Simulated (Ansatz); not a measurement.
Space group P6_3/mmc (No. 194). a = 2.264 Å, b = 2.264 Å, c = 3.563 Å, α = 90.00°, β = 90.00°, γ = 120.00°
```csv
atom,site,symmetry,x,y,z
Be,2c,-6m2,0.3333,0.6667,0.2500
```

Equation of state of this Be structure (not necessarily the ground state), with shape and atoms relaxed at each volume where symmetry leaves them free. It has no gap at any of these volumes. Computed with DFT r2SCAN, scalar-relativistic, plane waves, PAW (Ansatz).

Settings: cutoff 500 eV, Γ-centred mesh 24×24×12 on the computed 2-atom cell, Gaussian smearing of 0.10 eV; no spin polarisation.

| V (Å³/atom) | E − E(largest V) (meV/atom) | P (GPa) |
| --- | --- | --- |
| 7.434 | 1.92 | 8.51 |
| 7.672 | -7.25 | 3.98 |
| 7.909 | -10.14 | 0.00 |
| 8.146 | -7.50 | -3.49 |
| 8.383 | 0.00 | -6.57 |

Problem. Fit a third-order Birch–Murnaghan equation to E(V).

Solution. V0 = 7.91 Å³/atom, B0 = 124 GPa, B0' = 3.3.

Cost: 5 runs of about 2 core-minutes in all, on Arm Neoverse V1 (shared hosts).